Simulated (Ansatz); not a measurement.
Crystal: W2C.

```
W C
1.0
     3.07005    0.00000    0.00000
    -1.53502    2.65874    0.00000
     0.00000    0.00000    4.67843
W C
2 1
Direct
  0.66667 0.33333 0.25367
  0.33333 0.66667 0.74633
  0.00000 0.00000 0.00000
```

The cell comes from a database or a generator and needn't be the stable form of this composition.

Base run:

- Program: Ansatz 0.2.0
- Functional: BLYP
- Potentials or basis: Ansatz PAW
- Cutoff: 420 eV (not typed: the program's choice for these potentials)
- k mesh: 10 × 10 × 6
- Occupations: fermi-dirac, width 0.05 eV
- Spin: no spin polarisation

Its results: band gap on the k mesh none (metal or under the smearing width); pressure 9.8 GPa; largest force 0.407 eV/Å.

**Question.** The run is repeated on the same cell with these changes: functional from BLYP to revPBE. What comes out?

**Answer.** Band gap on the k mesh none (metal or under the smearing width); pressure 1.0 GPa; largest force 0.056 eV/Å.

Caveats: spin-orbit coupling is left out, which moves the levels of the heavy elements; the PAW data sets come from PBE, with cores solved anew for the run's functional, which leaves a small shift of forces and pressure.
